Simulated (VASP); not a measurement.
## Sn under changes of volume

One of the cells (27.749 Å³/atom); the others are scaled copies at fixed shape and fractional positions:

```
CELL_PARAMETERS angstrom
-1.90720 1.90720 1.90720
1.90720 -1.90720 1.90720
1.90720 1.90720 -1.90720
ATOMIC_POSITIONS crystal
Sn 0.00000 0.00000 0.00000
```

This isn't the form of Sn at room conditions, which is tetragonal (white tin).

* Program: VASP 6.6.1
* Functional: PBE
* Potentials or basis: VASP PAW PBE potentials, release 64 (Sn_d)
* Cutoff: 520 eV
* k mesh: 10 × 10 × 10
* Occupations: fermi-dirac, width 0.05 eV
* Spin: no spin polarisation

| volume (Å³/atom) | energy over the lowest point (meV/atom) | pressure (GPa) |
| --- | --- | --- |
| 25.573 | 22.69 | 4.0 |
| 26.117 | 11.45 | 2.7 |
| 26.661 | ? | ? |
| 27.749 | 0.00 | -0.3 |
| 28.293 | 2.30 | -1.1 |
| 28.837 | 7.15 | -1.8 |

Q: What does the run at 26.661 Å³/atom give?

A: Energy over the lowest point 4.24 meV/atom; pressure 1.6 GPa.

Worked out: A Birch-Murnaghan fit of order 3 (a polynomial in V^(-2/3)) to the other rows has its minimum at 27.57 Å³/atom with B0 = V·E''(V) = 44 GPa and B' = 4.8. It gives 4.20 meV/atom at 26.661 Å³/atom, against the run's 4.24, and -dE/dV = 1.6 GPa, against 1.6.

Energies are extrapolated to zero smearing.
